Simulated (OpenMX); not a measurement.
CuO:

```
Cu O
1.0
     0.00000    2.32725    2.32725
     2.32725    0.00000    2.32725
     2.32725    2.32725    0.00000
Cu O
1 1
Direct
  0.00000 0.00000 0.00000
  0.25000 0.25000 0.25000
```

Measurements of this composition are mostly on another form, of space group No. 15.

Base run:

| Property | Result |
| --- | --- |
| Program | OpenMX 3.8.5 |
| Functional | PBE |
| Potentials or basis | OpenMX 2013 PBE set, Cu6.0H-s3p2d2, O6.0-s2p2d1, grid cutoff 500 Ry |
| k mesh | 11 × 11 × 11 |
| Occupations | fermi-dirac, width 0.05 eV |
| Spin | no spin polarisation |

Its results: pressure -7.1 GPa.

**Question.** The run is repeated on the same cell with these changes: functional from PBE to LDA; potentials or basis from OpenMX 2013 PBE set, Cu6.0H-s3p2d2, O6.0-s2p2d1, grid cutoff 500 Ry to OpenMX 2013 LDA set, Cu6.0H-s3p2d2, O6.0-s2p2d1, grid cutoff 500 Ry. What comes out?

**Answer.** Pressure -18.8 GPa.

Caveats: the basis of atomic orbitals isn't converged, which shifts pressures, moduli and gaps; an odd number of electrons without spin polarisation forces a metal; a magnetic or distorted state may lie lower; the run has no spin polarisation, though such a crystal can be magnetic; so large a pressure means that the cell lies far from this level's equilibrium, or that cutoff or potentials fall short (some runs).
